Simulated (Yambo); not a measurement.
# PbSe (Clausthalite) (Fm-3m) in Yambo: convergence with bands in self energy

Aim: find how far bands in self energy must go before the results for PbSe (Clausthalite) settle, at LDA. This setting moves, with any that are tied to it; all else stays.

Program: Yambo 5.3.0. These are calculated values, not measurements. Logs are shortened: lines on timing, memory, paths and dates and some standing lists are left out, and cuts for length are marked.

## (1) The structure

The structure is cubic, space group Fm-3m (No. 225). Conventional cell: a = 6.121 Å, b = 6.121 Å, c = 6.121 Å, α = 90.00°, β = 90.00°, γ = 90.00°. Pb (site symmetry m-3m) has 6 Se at 3.06 Å as nearest neighbours. Around Se (site symmetry m-3m) lie 6 Pb at 3.06 Å.

## (2) With bands in self energy 43

g0w03.in reads:

```
gw0
dyson
el_el_corr
rim_cut
HF_and_locXC
ppa
em1d
RandQpts= 1000000
RandGvec= 50 RL
EXXRLvcs= 104 Ry
VXCRLvcs= 104 Ry
Chimod= "HARTREE"
% BndsRnXp
 1 | 143 |
%
NGsBlkXp= 18 Ry
% LongDrXp
 1 | 1 | 1 |
%
PPAPntXp= 27.21138 eV
% GbndRnge
 1 | 43 |
%
GTermKind= "none"
DysSolver= "n"
ExtendOut
% QPkrange
 1 | 1 | 23 | 24 |
 3 | 3 | 23 | 24 |
%
```

scf.in reads:

```
&CONTROL
  calculation = 'scf'
  prefix = 'pwscf'
  outdir = './tmp'
  pseudo_dir = './pseudo'
/
&SYSTEM
  ibrav = 0
  nat = 2
  ntyp = 2
  ecutwfc = 104
  nbnd = 32
  occupations = 'smearing'
  smearing = 'fd'
  degauss = 0.00367493
  force_symmorphic = .true.
/
&ELECTRONS
  conv_thr = 4d-10
  electron_maxstep = 120
  mixing_beta = 0.5
/
ATOMIC_SPECIES
Pb   207.2000 Pb.upf
Se    78.9710 Se.upf
CELL_PARAMETERS angstrom
   0.0000000000    3.0606500000    3.0606500000
   3.0606500000    0.0000000000    3.0606500000
   3.0606500000    3.0606500000    0.0000000000
ATOMIC_POSITIONS crystal
Pb     0.0000000000    0.0000000000    0.0000000000
Se     0.5000000000    0.5000000000    0.5000000000
K_POINTS automatic
8 8 8 0 0 0
```

nscf.in reads:

```
&CONTROL
  calculation = 'nscf'
  prefix = 'pwscf'
  outdir = './tmp'
  pseudo_dir = './pseudo'
/
&SYSTEM
  ibrav = 0
  nat = 2
  ntyp = 2
  ecutwfc = 104
  nbnd = 143
  occupations = 'fixed'
  force_symmorphic = .true.
/
&ELECTRONS
  conv_thr = 1d-08
  diago_full_acc = .true.
  diago_thr_init = 1d-06
/
ATOMIC_SPECIES
Pb   207.2000 Pb.upf
Se    78.9710 Se.upf
CELL_PARAMETERS angstrom
   0.0000000000    3.0606500000    3.0606500000
   3.0606500000    0.0000000000    3.0606500000
   3.0606500000    3.0606500000    0.0000000000
ATOMIC_POSITIONS crystal
Pb     0.0000000000    0.0000000000    0.0000000000
Se     0.5000000000    0.5000000000    0.5000000000
K_POINTS automatic
4 4 4 0 0 0
```

Potentials or basis: PseudoDojo 0.4.1 SR LDA stringent.

The run is started by

```sh
$ OMP_NUM_THREADS=1 pw.x -in scf.in > scf.out
$ OMP_NUM_THREADS=1 pw.x -in nscf.in > nscf.out
$ cd tmp/pwscf.save; p2y; mv SAVE ../..; cd ../..
$ OMP_NUM_THREADS=1 yambo
$ mkdir -p g0w03; ln -s $PWD/g0w00/ndb.pp* g0w03/
$ mkdir -p g0w03; ln -s $PWD/g0w00/ndb.RIM g0w03/
$ OMP_NUM_THREADS=1 yambo -F g0w03.in -J g0w03 -C g0w03_out
```

The run converged. Its results:

```yaml
Band_gap_on_the_k_mesh_mean-field_level: 0.19 eV, direct
Quasiparticle_gap: 0.01 eV
Least_direct_quasiparticle_gap: 0.01 eV
Quasiparticle_gap_at_Γ: 7.15 eV
Band_gap_of_the_same_states_before_the_correction: 0.19 eV
```

## (3) With bands in self energy 63

g0w04.in reads:

```
gw0
dyson
el_el_corr
rim_cut
HF_and_locXC
ppa
em1d
RandQpts= 1000000
RandGvec= 50 RL
EXXRLvcs= 104 Ry
VXCRLvcs= 104 Ry
Chimod= "HARTREE"
% BndsRnXp
 1 | 143 |
%
NGsBlkXp= 18 Ry
% LongDrXp
 1 | 1 | 1 |
%
PPAPntXp= 27.21138 eV
% GbndRnge
 1 | 63 |
%
GTermKind= "none"
DysSolver= "n"
ExtendOut
% QPkrange
 1 | 1 | 23 | 24 |
 3 | 3 | 23 | 24 |
%
```

scf.in is that of step 2.

nscf.in is that of step 2.

Potentials or basis: PseudoDojo 0.4.1 SR LDA stringent.

The run is started by

```sh
$ OMP_NUM_THREADS=1 pw.x -in scf.in > scf.out
$ OMP_NUM_THREADS=1 pw.x -in nscf.in > nscf.out
$ cd tmp/pwscf.save; p2y; mv SAVE ../..; cd ../..
$ OMP_NUM_THREADS=1 yambo
$ mkdir -p g0w04; ln -s $PWD/g0w00/ndb.pp* g0w04/
$ mkdir -p g0w04; ln -s $PWD/g0w00/ndb.RIM g0w04/
$ OMP_NUM_THREADS=1 yambo -F g0w04.in -J g0w04 -C g0w04_out
```

Results (log left out):

```yaml
Band_gap_on_the_k_mesh_mean-field_level: 0.19 eV, direct
Quasiparticle_gap: 0.16 eV
Least_direct_quasiparticle_gap: 0.16 eV
Quasiparticle_gap_at_Γ: 7.09 eV
Band_gap_of_the_same_states_before_the_correction: 0.19 eV
```

## (4) With bands in self energy 103

g0w05.in reads:

```
gw0
dyson
el_el_corr
rim_cut
HF_and_locXC
ppa
em1d
RandQpts= 1000000
RandGvec= 50 RL
EXXRLvcs= 104 Ry
VXCRLvcs= 104 Ry
Chimod= "HARTREE"
% BndsRnXp
 1 | 143 |
%
NGsBlkXp= 18 Ry
% LongDrXp
 1 | 1 | 1 |
%
PPAPntXp= 27.21138 eV
% GbndRnge
 1 | 103 |
%
GTermKind= "none"
DysSolver= "n"
ExtendOut
% QPkrange
 1 | 1 | 23 | 24 |
 3 | 3 | 23 | 24 |
%
```

scf.in is that of step 3.

nscf.in is that of step 3.

The run is started by

```sh
$ OMP_NUM_THREADS=1 pw.x -in scf.in > scf.out
$ OMP_NUM_THREADS=1 pw.x -in nscf.in > nscf.out
$ cd tmp/pwscf.save; p2y; mv SAVE ../..; cd ../..
$ OMP_NUM_THREADS=1 yambo
$ mkdir -p g0w05; ln -s $PWD/g0w00/ndb.pp* g0w05/
$ mkdir -p g0w05; ln -s $PWD/g0w00/ndb.RIM g0w05/
$ OMP_NUM_THREADS=1 yambo -F g0w05.in -J g0w05 -C g0w05_out
```

The run converged. Its results:

```yaml
Band_gap_on_the_k_mesh_mean-field_level: 0.19 eV, direct
Quasiparticle_gap: 0.27 eV
Least_direct_quasiparticle_gap: 0.27 eV
Quasiparticle_gap_at_Γ: 7.08 eV
Band_gap_of_the_same_states_before_the_correction: 0.19 eV
```

## (5) With bands in self energy 143

g0w01.in reads:

```
gw0
dyson
el_el_corr
rim_cut
HF_and_locXC
ppa
em1d
RandQpts= 1000000
RandGvec= 50 RL
EXXRLvcs= 104 Ry
VXCRLvcs= 104 Ry
Chimod= "HARTREE"
% BndsRnXp
 1 | 143 |
%
NGsBlkXp= 18 Ry
% LongDrXp
 1 | 1 | 1 |
%
PPAPntXp= 27.21138 eV
% GbndRnge
 1 | 143 |
%
GTermKind= "none"
DysSolver= "n"
ExtendOut
% QPkrange
 1 | 1 | 23 | 24 |
 3 | 3 | 23 | 24 |
%
```

scf.in is that of step 4.

nscf.in is that of step 4.

Potentials or basis: PseudoDojo 0.4.1 SR LDA stringent.

The run is started by

```sh
$ OMP_NUM_THREADS=1 pw.x -in scf.in > scf.out
$ OMP_NUM_THREADS=1 pw.x -in nscf.in > nscf.out
$ cd tmp/pwscf.save; p2y; mv SAVE ../..; cd ../..
$ OMP_NUM_THREADS=1 yambo
$ mkdir -p g0w01; ln -s $PWD/g0w00/ndb.pp* g0w01/
$ mkdir -p g0w01; ln -s $PWD/g0w00/ndb.RIM g0w01/
$ OMP_NUM_THREADS=1 yambo -F g0w01.in -J g0w01 -C g0w01_out
```

Yambo's report:

```text
[... sections 02.01 to 02.04 as in the set-up run ...]

  [02.05] Energies & Occupations
  ==============================

  [X] === General ===
  [X] Electronic Temperature                        :  0.000000  0.000000 [eV K]
  [X] Bosonic    Temperature                        :  0.000000  0.000000 [eV K]
  [X] Finite Temperature mode                       : no
  [X] El. density                                   :  0.80221E+24 [cm-3]
  [X] Fermi Level                                   :  10.52786 [eV]

  [X] === Gaps and Widths ===
  [X] Conduction Band Min                           :  0.188342 [eV]
  [X] Valence Band Max                              :  0.000000 [eV]
  [X] Filled Bands                                  :  23
  [X] Empty Bands                                   :   24  143
  [X] Direct Gap                                    :  0.188342 [eV]
  [X] Direct Gap localized at k                     :  3
  [X] Indirect Gap                                  :  0.188342 [eV]
  [X] Indirect Gap between kpts                     :  3  3
  [X] Last valence band width                       :  3.206905 [eV]
  [X] 1st conduction band width                     :  4.431794 [eV]

 [03] Transferred momenta grid and indexing
 ==========================================

 IBZ Q-points                                      :   8
 BZ  Q-points                                      :   64

 K/Q-points units:
 rlu = crystal or reduced units; cc = cartesian coordinates; iku = interal k-units

 Q [1]          [rlu]:  0.000000  0.000000  0.000000
 Q [2]          [rlu]: -0.51579E-17 -0.51579E-17  0.25000
 Q [3]          [rlu]:  0.10316E-16  0.10316E-16 -0.50000
 Q [4]          [rlu]: -0.93036E-17  0.25000      0.25000
 Q [5]          [rlu]: -0.73639E-17  0.25000      0.50000
 Q [6]          [rlu]:  0.10316E-16  0.25000     -0.25000
 Q [7]          [rlu]:  0.18607E-16 -0.50000     -0.50000
 Q [8]          [rlu]:  0.250000 -0.500000 -0.250000

 [04] Coloumb potential Random Integration (RIM)
 ===============================================

 Summary of Coulomb integrals for non-metallic bands |Q|[au] RIM/Bare

 Q [1] 0.100000E-4 0.997530 * Q [2] 0.235200 1.067779
 Q [4] 0.271586 1.067204 * Q [6] 0.384081 1.030488
 Q [5] 0.450374 1.022568 * Q [3] 0.470401 1.021209
 Q [7] 0.543172 1.017560 * Q [8] 0.607285 1.014308

 [05] Dipoles
 ============

  [05.01] Setup: observables and procedures
  =========================================

  [WF-Oscillators/G space/Transverse up loader] Normalization (few states)  min/max  :  0.52042E-17   1.0000

  [WR./g0w01//ndb.dipoles]--------------------------------------------------------
   Brillouin Zone Q/K grids (IBZ/BZ)                :    8   64    8   64
   RL vectors                                       :   8099 [WF]
   Fragmentation                                    : yes
   Electronic Temperature                           :  0.000000 [K]
   Bosonic    Temperature                           :  0.000000 [K]
   DIP band range                                   :    1  143
   DIP band range limits                            :  23  24
[... 38 lines left out ...]
  Exchange summation bands                         :  23
  RIM RL components                                :   51
  RIM random points                                :  1000000

 [xc] E_xc :  -40.50689 [Ha]
      E_xc :  -81.01377 [Ry]

  Local XC kind (lXC) : Slater exchange(X)+Perdew & Wang(C)
  Non-Local XC kind (nlXC) : Hartree-Fock

  Corrections @ K [1] :  [eV]
 <23|nlXC|23> = -15.93966 -0.25387E-18 <23|lXC|23> = -13.79325  0.000000
 <24|nlXC|24> = -7.382970  0.14082E-18 <24|lXC|24> = -12.56255  0.000000

  Corrections @ K [3] :  [eV]
 <23|nlXC|23> = -15.43925 -0.51627E-17 <23|lXC|23> = -14.82214  0.70806E-16
 <24|nlXC|24> = -7.468495 -0.27233E-17 <24|lXC|24> = -10.94173  0.000000

 [08] Dyson equation: Newton solver
 ==================================

  [08.01] G0W0 (W PPA)
  ====================

  [  GW  ] Bands range     :    1  143
  [GW/PPA] G damping       :  0.100000 [eV]

  QP @ state[ 1 ] K range:  1  1
  QP @ state[ 1 ] b range:  23  24
  QP @ state[ 2 ] K range:  3  3
  QP @ state[ 2 ] b range:  23  24
[... 19 lines left out ...]
   :: Time ordering fails/rest    :  0.502785
   :: Mean rel dev of PP cond     :  0.366920
   Current Q-pt index             :   6
   :: PP condition fails/total    :  0.365102
   :: Time ordering fails/rest    :  0.499762
   :: Mean rel dev of PP cond     :  0.365102
   Current Q-pt index             :   7
   :: PP condition fails/total    :  0.370810
   :: Time ordering fails/rest    :  0.498812
   :: Mean rel dev of PP cond     :  0.370808
   Current Q-pt index             :   8
   :: PP condition fails/total    :  0.367876
   :: Time ordering fails/rest    :  0.499871
   :: Mean rel dev of PP cond     :  0.367875

  [08.02] QP properties and I/O
  =============================

  Legend (energies in eV)
  - B  : Band       - Eo  : bare energy
  - E  : QP energy  - Z   : Renormalization factor
  - So : Sc(Eo)     - S   : Sc(E)
  - dSp: Sc derivative precision

  - lXC: Local XC (Slater exchange(X)+Perdew & Wang(C))
  -nlXC: non-Local XC (Hartree-Fock)

  QP [eV] @ K [1] (iku):  0.000000  0.000000  0.000000
   B=23 Eo= -1.83 E= -2.00 E-Eo= -0.17 Re(Z)=0.78 Im(Z)=-0.158320E-2 nlXC= -15.9397 lXC= -13.7933 So=  1.93017
   B=24 Eo=  4.62 E=  5.07 E-Eo=  0.45 Re(Z)=0.79 Im(Z)=-0.585569E-2 nlXC= -7.38297 lXC= -12.5626 So= -4.60947

  QP [eV] @ K [3] (iku): -0.250000 -0.250000  0.250000
   B=23 Eo=  0.00 E=  0.07 E-Eo=  0.07 Re(Z)=0.79 Im(Z)=-0.136482E-2 nlXC= -15.4393 lXC= -14.8221 So= 0.699969
   B=24 Eo=  0.19 E=  0.38 E-Eo=  0.19 Re(Z)=0.81 Im(Z)=-0.133837E-2 nlXC= -7.46850 lXC= -10.9417 So= -3.24103

  [WR./g0w01//ndb.QP]-------------------------------------------------------------
   Lattice constants                                :  5.783790  5.783790  5.783790
   Coulomb cutoff potential                         : none
   Electronic Temperature                           :  0.000000 [K]
   Bosonic    Temperature                           :  0.000000 [K]
   Green`s function   energies                      : Slater exchange(X)+Perdew & Wang(C)
   wavefunctions                                    : Slater exchange(X)+Perdew & Wang(C)
   PPA    diel. fun.  energies                      : Slater exchange(X)+Perdew & Wang(C)
   wavefunctions                                    : Slater exchange(X)+Perdew & Wang(C)
   QP tot states                                    :   4
   GW solver                                        : Newton
   GW approximation                                 : PPA
   PPA imaginary Energy                             :  27.21138 ev
   RIM G`s                                          :   51
   RIM random pts                                   :  1000000
   dS/dw steps                                      :  2
   dS/dw step                                       :  0.100000 ev
   X G`s                                            :   537 used
   X G`s                                            :   537 disk
   X bands                                          :    1  143
   X poles                                          :  100.0000 o/o
   X e/h E range                                    : -1.000000 -1.000000 ev
   X Hxc Kernel                                     : HARTREE
   X BZ energy Double Grid                          : no
   X Optical Averaged directions                    : none
   Sc/G bands                                       :    1  143
   Sc/G damping                                     :  0.100000 ev
   Sc bands terminator                              : no
   Sx RL components                                 :   6975

   QP @ state[ 1 ] K range                          :  1  1
   QP @ state[ 1 ] b range                          :  23  24
   QP @ state[ 2 ] K range                          :  3  3
   QP @ state[ 2 ] b range                          :  23  24
   GF energies kind                                 : Slater exchange(X)+Perdew & Wang(C)
   GF WF`s kind                                     : Slater exchange(X)+Perdew & Wang(C)
   Xs energies kind                                 : Slater exchange(X)+Perdew & Wang(C)
   Xs WF`s kind                                     : Slater exchange(X)+Perdew & Wang(C)
```

o-g0w01.qp:

```text
# GW solver                                       : Newton
# GW approximation                                : PPA
# PPA imaginary Energy                            :   27.2113800    [ev]
[... 33 lines left out ...]
        3                  23                 0.000000           0.065677           0.065677          -14.82214          -15.43925           0.699969           0.682786          -7.125601           0.792478          -0.001365           6.686066           98.44532
        3                  24                 0.188342           0.375699           0.187357          -10.94173          -7.468495          -3.241032          -3.285879          -6.510109           0.806943          -0.001338          -11.05869           59.51988
#
```

Results:

| Property | Result |
| --- | --- |
| Band gap on the k mesh, mean-field level | 0.19 eV, direct |
| Quasiparticle gap | 0.31 eV |
| Least direct quasiparticle gap | 0.31 eV |
| Quasiparticle gap at Γ | 7.07 eV |
| Band gap of the same states before the correction | 0.19 eV |

## (6) Result

```
bands in self energy  quasiparticle gap at the points computed (eV)
                  43                                          0.011
                  63                                          0.162
                 103                                          0.274
                 143                                          0.310
```

Against the tightest run, the quasiparticle gap at the points computed stays within 0.05 eV from 103 on. The tightest run that finished is the yardstick and may itself not be fully converged.

Caveats: all runs use coarse meshes; this version prints the column dSc/dw multiplied by 27.2; spin-orbit coupling is left out, which as a rule narrows the gap of such compounds by several tenths of an eV.
